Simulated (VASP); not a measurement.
# Zn (P6_3/mmc) in VASP: further runs, part 2 of 2

VASP 6.6.1. Earlier steps stand in the parts before.

## (4) Relaxation of shape and atoms at fixed volume, LDA (a relaxed cell with its volume scaled by 0.94)

INCAR reads:

```
SYSTEM = Zn
  ALGO = Normal
  EDIFF = 1E-7
  EDIFFG = -0.01
  ENCUT = 600
  GGA = CA
  IBRION = 2
  ISIF = 4
  ISMEAR = 1
  LASPH = .True.
  LCHARG = .False.
  LREAL = .False.
  LWAVE = .False.
  NELM = 80
  NSW = 40
  PREC = Accurate
  SIGMA = 0.1
```

KPOINTS reads:

```
k-points
0
Gamma
  18 18 8
  0 0 0
```

POSCAR reads:

```
Zn                                      
1.0
    2.5066280669     -0.0000000000     -0.0000000000
   -1.2533140334      2.1708035837      0.0000000000
    0.0000000000     -0.0000000000      4.7466140512
  Zn            
     2
Direct
     0.3333333332999970    0.6666666667000030    0.2500000000000000
     0.6666666667000030    0.3333333332999970    0.7500000000000000
```

Potentials or basis: VASP PAW LDA potentials, release 64 (Zn).

Launch:

```bash
$ cat potpaw_LDA.64/Zn/POTCAR > POTCAR
$ mpirun -np 1 vasp_std > vasp.out
```

OUTCAR:

```text
SYSTEM = Zn
   EDIFF = 1E-7
   EDIFFG = -0.01
   ENCUT = 600
   GGA = CA
   IBRION = 2
   ISIF = 4
   ISMEAR = 1
   LASPH = .True.
   LREAL = .False.
   NELM = 80
   NSW = 40
   PREC = Accurate

 ion  position               nearest neighbor table
   1  0.333  0.667  0.250-   2 2.78   2 2.78   2 2.78   2 2.78   2 2.78   2 2.78
   2  0.667  0.333  0.750-   1 2.78   1 2.78   1 2.78   1 2.78   1 2.78   1 2.78

  LATTYP: Found a hexagonal cell.
 ALAT       =     2.5066280669
 C/A-ratio  =     1.8936251907

  Lattice vectors:

 A1 = (   2.5066280669,   0.0000000000,   0.0000000000)
 A2 = (  -1.2533140334,   2.1708035837,   0.0000000000)
 A3 = (   0.0000000000,   0.0000000000,   4.7466140512)

Analysis of symmetry for initial positions (statically):
=====================================================================
 Subroutine PRICEL returns:
 Original cell was already a primitive cell.

 Routine SETGRP: Setting up the symmetry group for a
 hexagonal supercell.

 Subroutine GETGRP returns: Found 24 space group operations
 (whereof 12 operations were pure point group operations)
 out of a pool of 24 trial point group operations.

The static configuration has the point symmetry D_3d.
 The point group associated with its full space group is D_6h.

Analysis of symmetry for dynamics (positions and initial velocities):
=====================================================================
 Subroutine PRICEL returns:
 Original cell was already a primitive cell.

 Routine SETGRP: Setting up the symmetry group for a
 hexagonal supercell.

 Subroutine GETGRP returns: Found 24 space group operations
 (whereof 12 operations were pure point group operations)
 out of a pool of 24 trial point group operations.

The dynamic configuration has the point symmetry D_3d.
 The point group associated with its full space group is D_6h.

 Subroutine INISYM returns: Found 24 space group operations
 (whereof 12 operations are pure point group operations),
 and found     1 'primitive' translations

----------------------------------------------------------------------------------------

                                     Primitive cell

  volume of cell :      25.8282

  direct lattice vectors                    reciprocal lattice vectors
     2.506628067  0.000000000  0.000000000     0.398942313  0.230329452  0.000000000
    -1.253314033  2.170803584  0.000000000     0.000000000  0.460658904  0.000000000
     0.000000000  0.000000000  4.746614051     0.000000000  0.000000000  0.210676493

  length of vectors
     2.506628067  2.506628067  4.746614051     0.460658904  0.460658904  0.210676493

  position of ions in fractional coordinates (direct lattice)
     0.333333333  0.666666667  0.250000000
     0.666666667  0.333333333  0.750000000

  ion indices of the primitive-cell ions
   primitive index   ion index
                 1           1
                 2           2

----------------------------------------------------------------------------------------

 KPOINTS: k-points

Automatic generation of k-mesh.
 Grid dimensions read from file:
 generate k-points for:   18   18    8

 Generating k-lattice:

  Cartesian coordinates                     Fractional coordinates (reciprocal lattice)
[... 42 lines left out ...]
   k-points           NKPTS =    185   k-points in BZ     NKDIM =    185   number of bands    NBANDS=     16
   number of dos      NEDOS =    301   number of ions     NIONS =      2
   total plane-waves  NPLWV =  16000
   dimension x,y,z NGX =    20 NGY =   20 NGZ =   40
   dimension x,y,z NGXF=    40 NGYF=   40 NGZF=   80
   ions per type =               2
   NGX,Y,Z   is equivalent  to a cutoff of  13.26, 13.26, 14.01 a.u.
   NGXF,Y,Z  is equivalent  to a cutoff of  26.53, 26.53, 28.02 a.u.
 SYSTEM =  Zn
   PREC   = accura    normal or accurate (medium, high low for compatibility)
   ISTART =      0    job   : 0-new  1-cont  2-samecut
   ICHARG =      2    charge: 1-file 2-atom 10-const
   ISPIN  =      1    spin polarized calculation?
   LNONCOLLINEAR =      F non collinear calculations
   LSORBIT =      F    spin-orbit coupling
   LASPH  =      T    aspherical Exc in radial PAW
   ENCUT  =  600.0 eV  44.10 Ry    6.64 a.u.   5.01  5.01  9.48*2*pi/ulx,y,z
   NELM   =     80;   NELMIN=  2; NELMDL= -5     # of ELM steps
   EDIFF  = 0.1E-06   stopping-criterion for ELM
   LREAL  =      F    real-space projection
   EDIFFG = -.1E-01   stopping-criterion for IOM
   NSW    =     40    number of steps for IOM
   IBRION =      2    ionic relax: 0-MD 1-quasi-New 2-CG
   NFREE  =      1    steps in history (QN), initial steepest desc. (CG)
   ISIF   =      4    stress and relaxation
   ISYM   =      2    0-nonsym 1-usesym 2-fastsym
   POTIM  = 0.5000    time-step for ionic-motion
   TEBEG  =    0.0;   TEEND  =   0.0 temperature during run
   PSTRESS=    0.0 pullay stress
   NELECT =      24.0000    total number of electrons
   NUPDOWN=      -1.0000    fix difference up-down
   EMIN   =  10.00;   EMAX   =-10.00  energy-range for DOS
   EFERMI =   0.00;   METHOD = LEGACY
   ISMEAR =     1;   SIGMA  =   0.10  broadening in eV -4-tet -1-fermi 0-gaus
   EFERMI_NEDOS =   21; number of points for ismear=-14 and -15
   IALGO  =     38    algorithm
   IMIX   =      4    mixing-type and parameters
     AMIX     =   0.40;   BMIX     =  1.00
     AMIX_MAG =   1.60;   BMIX_MAG =  1.00
  volume/ion in A,a.u.               =      12.91        87.15
  Fermi-wavevector in a.u.,A,eV,Ry     =   1.597523  3.018881 34.723154  2.552080
  Thomas-Fermi vector in A             =   2.695116
   LORBIT       =      0    0 simple, 1 ext, 2 COOP (PROOUT), +10 PAW based schemes
   GGA     = CA    functional components
   LHFCALC =     F    Hartree Fock is set to
   AEXX    =    0.0000 exact exchange contribution
   IVDW    =     0    specifies the selected vdW correction
   LEPSILON=     F    determine dielectric tensor
   LRPA    =     F    only Hartree local field effects (RPA)
 conjugate gradient relaxation of ions
 non-spin polarized calculation
 Methfessel and Paxton  Order N= 1 SIGMA  =   0.10
  energy-cutoff  :      600.00
  volume of cell :       25.83
 maximum number of plane-waves:       878
 NGX is ok and might be reduce to    20
   NGX =  9   NGY =  9   NGZ = 19

--------------------------------------- Ionic step        1  -------------------------------------------

 number of electron      24.0000015 magnetization

 Free energy of the ion-electron system (eV)
  ---------------------------------------------------
  ext. energy  EPLUGINS =         0.00000000
  ---------------------------------------------------
  free energy    TOTEN  =        -3.71796740 eV

  energy without entropy =       -3.71751132  energy(sigma->0) =       -3.71781537

------------------------ aborting loop because EDIFF is reached ----------------------------------------

  FORCE on cell =-STRESS in cart. coord.  units (eV):
  Direction    XX          YY          ZZ          XY          YZ          ZX
  --------------------------------------------------------------------------------------
  -------------------------------------------------------------------------------------
  Total        1.4302325      1.4302325      0.7762885      0.0000000     -0.0000000      0.0000000
  in kB       88.7202717     88.7202717     48.1547798      0.0000000     -0.0000000      0.0000000
  external PRESSURE =      75.1984411 kB  Pullay stress =       0.0000000 kB
[... 203 lines left out ...]
--------------------------------------- Ionic step        7  -------------------------------------------

 number of electron      23.9999995 magnetization

 Free energy of the ion-electron system (eV)
  ---------------------------------------------------
  ext. energy  EPLUGINS =         0.00000000
  ---------------------------------------------------
  free energy    TOTEN  =        -3.72624191 eV

  energy without entropy =       -3.72633846  energy(sigma->0) =       -3.72627409

 E-fermi :   4.2715     XC(G=0): -12.7863

 val. band max:        4.2388655320   @ k =   0.3889   0.0000   0.0000
 cond. band min:       4.2748708532   @ k =   0.3333   0.2778   0.1250
 fundamental gap:      0.0360053212
 Fermi energy:         4.2714819114

 k-point     1 :       0.0000    0.0000    0.0000
  band No.  band energies     occupation
      1      -7.6235      2.00000
      2      -5.3036      2.00000
      3      -4.3434      2.00000
      4      -4.0673      2.00000
      5      -4.0673      2.00000
      6      -3.9911      2.00000
[... 433 lines left out ...]
      3      -4.7110      2.00000
      4      -4.0677      2.00000
      5      -3.9394      2.00000
      6      -3.9021      2.00000
[... 8 lines left out ...]
     15      10.6763      0.00000
     16      11.5981      0.00000

 [... further k-points ...]
[... 5 lines left out ...]
  --------------------------------------------------------------------------------------
  -------------------------------------------------------------------------------------
  Total        1.0093781      1.0093781      1.0123558      0.0000000     -0.0000000     -0.0000000
  in kB       62.6138061     62.6138061     62.7985204      0.0000000     -0.0000000     -0.0000000
  external PRESSURE =      62.6753775 kB  Pullay stress =       0.0000000 kB
[... 17 lines left out ...]
  FREE ENERGIE OF THE ION-ELECTRON SYSTEM (eV)
  ---------------------------------------------------
  free  energy   TOTEN  =        -3.7262419077 eV

  energy  without entropy=       -3.7263384578  energy(sigma->0) =       -3.72627409

 reached required accuracy - stopping structural energy minimisation
```

CONTCAR:

```text
Zn
   1.00000000000000
     2.5398379117837098    0.0000000000049535    0.0000000000000000
    -1.2699189558369026    2.1995641530087893    0.0000000000000000
     0.0000000000000000   -0.0000000000000000    4.6232961529812986
  Zn
     2
Direct
     0.3333333332999970    0.6666666667000030    0.2500000000000000
     0.6666666667000030    0.3333333332999970    0.7500000000000000

  0.00000000E+00  0.00000000E+00  0.00000000E+00
  0.00000000E+00  0.00000000E+00  0.00000000E+00
```

Wall time 1.9 min (1 thread of Intel Xeon 6975P-C (Granite Rapids), shared host); peak memory 0.19 GiB.

Results:

```yaml
Free_energy: -3.7262 eV
Energy_gained_by_relaxing: 4.1 meV/atom
Ionic_steps: 7
Pressure_after_relaxing: 6.3 GPa
Band_gap_on_the_k_mesh: none (metal or under the smearing width)
```

Step by step:
```csv
step,energy change (eV),largest force (eV/Å),pressure (GPa)
1,0.0000,0.0000,7.52
2,-0.0051,0.0000,6.89
3,-0.0069,0.0000,6.56
4,-0.0079,0.0000,6.04
5,-0.0083,0.0000,6.23
6,-0.0083,0.0000,6.30
7,-0.0083,0.0000,6.27
```

Final structure:
```
Zn
1.0
     2.53984    0.00000    0.00000
    -1.26992    2.19956    0.00000
     0.00000    0.00000    4.62330
Zn
2
Direct
  0.33333 0.66667 0.25000
  0.66667 0.33333 0.75000
```

Levels at points of the mesh, in eV from the Fermi level:
| k point | band 9 | band 10 | band 11 | band 12 | band 13 | band 14 | band 15 | band 16 |
| --- | --- | --- | --- | --- | --- | --- | --- | --- |
| (0.00, 0.00, 0.00) | -7.86 | -7.55 | -7.55 | -4.48 | -2.79 | 15.72 | 19.00 | 19.00 |
| (0.50, 0.00, 0.00) | -7.34 | -7.31 | -3.54 | -2.48 | 3.04 | 3.61 | 5.09 | 6.13 |
| (0.00, 0.00, 0.50) | -7.67 | -7.67 | -7.67 | -7.67 | 5.45 | 5.45 | 20.54 | 20.54 |
| (0.50, 0.00, 0.50) | -7.32 | -7.32 | -2.53 | -2.53 | 0.30 | 0.30 | 11.39 | 11.39 |

## (5) Relaxation of shape and atoms at fixed volume, LDA (a relaxed cell with its volume scaled by 0.96)

INCAR is that of step 4.

KPOINTS is that of step 4.

POSCAR reads:

```
Zn                                      
1.0
    2.5242809588     -0.0000000000     -0.0000000000
   -1.2621404794      2.1860914366      0.0000000000
    0.0000000000     -0.0000000000      4.7800420121
  Zn            
     2
Direct
     0.3333333332999970    0.6666666667000030    0.2500000000000000
     0.6666666667000030    0.3333333332999970    0.7500000000000000
```

Launch:

```bash
$ cat potpaw_LDA.64/Zn/POTCAR > POTCAR
$ mpirun -np 1 vasp_std > vasp.out
```

Wall time 80 s (1 thread of Intel Xeon 6975P-C (Granite Rapids), shared host); peak memory 0.19 GiB.

Results (log left out):

* Free energy: -3.7434 eV
* Energy gained by relaxing: 2.1 meV/atom
* Ionic steps: 5
* Pressure after relaxing: 3.6 GPa
* Band gap on the k mesh: none (metal or under the smearing width)

The path:
```tsv
step	energy change (eV)	largest force (eV/Å)	pressure (GPa)
1	0.0000	0.0000	4.69
2	-0.0023	0.0000	4.25
3	-0.0035	0.0000	3.96
4	-0.0038	0.0000	3.82
5	-0.0043	0.0000	3.59
```

Final structure:
```cif
data_structure
_symmetry_space_group_name_H-M 'P 1'
_symmetry_Int_Tables_number 1
_cell_length_a 2.5548
_cell_length_b 2.5548
_cell_length_c 4.6666
_cell_angle_alpha 90.000
_cell_angle_beta 90.000
_cell_angle_gamma 120.000
_cell_volume 26.38
loop_
_atom_site_label
_atom_site_type_symbol
_atom_site_fract_x
_atom_site_fract_y
_atom_site_fract_z
_atom_site_occupancy
Zn1 Zn 0.33333 0.66667 0.25000 1
Zn2 Zn 0.66667 0.33333 0.75000 1
```

Levels at points of the mesh, in eV from the Fermi level:
```tsv
k point	band 10	band 11	band 12	band 13	band 14	band 15
(0.00, 0.00, 0.00)	-7.52	-7.52	-4.40	-2.88	15.36	18.76
(0.50, 0.00, 0.00)	-7.29	-3.47	-2.47	2.94	3.57	4.91
(0.00, 0.00, 0.50)	-7.64	-7.64	-7.64	5.27	5.27	20.26
(0.50, 0.00, 0.50)	-7.31	-2.46	-2.46	0.24	0.24	11.17
```

## (6) Relaxation of shape and atoms at fixed volume, LDA (a relaxed cell with its volume scaled by 0.98)

INCAR is that of step 5.

KPOINTS is that of step 5.

POSCAR reads:

```
Zn                                      
1.0
    2.5416903431     -0.0000000000     -0.0000000000
   -1.2708451715      2.2011684057      0.0000000000
    0.0000000000     -0.0000000000      4.8130088609
  Zn            
     2
Direct
     0.3333333332999970    0.6666666667000030    0.2500000000000000
     0.6666666667000030    0.3333333332999970    0.7500000000000000
```

Potentials or basis: VASP PAW LDA potentials, release 64 (Zn).

Launch:

```bash
$ cat potpaw_LDA.64/Zn/POTCAR > POTCAR
$ mpirun -np 1 vasp_std > vasp.out
```

Run time: 99 s. Hardware: 1 thread of Intel Xeon 6975P-C (Granite Rapids), shared host; peak memory 0.2 GiB.

It converged, with:

| Property | Result |
| --- | --- |
| Free energy | -3.7523 eV |
| Energy gained by relaxing | 0.6 meV/atom |
| Ionic steps | 6 |
| Pressure after relaxing | 1.6 GPa |
| Band gap on the k mesh | none (metal or under the smearing width) |

Stress tensor (GPa, compression positive):
```
1.57 0.00 0.00
0.00 1.57 0.00
0.00 0.00 1.67
```

The path:
| step | energy change (eV) | largest force (eV/Å) | pressure (GPa) |
| --- | --- | --- | --- |
| 1 | 0.0000 | 0.0000 | 2.20 |
| 2 | -0.0006 | 0.0000 | 1.97 |
| 3 | -0.0011 | 0.0000 | 1.70 |
| 4 | -0.0009 | 0.0000 | 1.30 |
| 5 | -0.0011 | 0.0000 | 1.48 |
| 6 | -0.0013 | 0.0000 | 1.60 |

Final structure:
```
CELL_PARAMETERS angstrom
2.55743 0.00000 0.00000
-1.27871 2.21480 0.00000
0.00000 0.00000 4.75396
ATOMIC_POSITIONS crystal
Zn 0.33333 0.66667 0.25000
Zn 0.66667 0.33333 0.75000
```

Levels at points of the mesh, in eV from the Fermi level:
| k point | band 9 | band 10 | band 11 | band 12 | band 13 | band 14 | band 15 | band 16 |
| --- | --- | --- | --- | --- | --- | --- | --- | --- |
| (0.00, 0.00, 0.00) | -7.78 | -7.52 | -7.52 | -4.40 | -3.15 | 14.48 | 18.43 | 18.83 |
| (0.50, 0.00, 0.00) | -7.30 | -7.28 | -3.36 | -2.40 | 2.73 | 3.51 | 4.64 | 5.93 |
| (0.00, 0.00, 0.50) | -7.63 | -7.63 | -7.63 | -7.63 | 4.80 | 4.80 | 20.27 | 20.27 |
| (0.50, 0.00, 0.50) | -7.29 | -7.29 | -2.39 | -2.39 | 0.23 | 0.23 | 10.73 | 10.73 |

## (7) Summary

```csv
task,cell,gap on the mesh (eV),pressure (GPa)
relaxation of cell and atoms,relaxed,none,0.0
relaxation of shape and atoms at fixed volume,atoms relaxed at fixed volume from: a relaxed cell with its volume scaled by 0.94,none,6.3
relaxation of shape and atoms at fixed volume,atoms relaxed at fixed volume from: a relaxed cell with its volume scaled by 0.96,none,3.6
relaxation of shape and atoms at fixed volume,atoms relaxed at fixed volume from: a relaxed cell with its volume scaled by 0.98,none,1.6
```

Alike in all rows: level LDA; potentials or basis VASP PAW LDA potentials, release 64 (Zn); no spin polarisation; k mesh 18 × 18 × 8; cutoff (eV) 600; smearing methfessel-paxton 0.1 eV.

Total energies depend on the potentials used, so only differences within one code and one set of settings carry meaning.
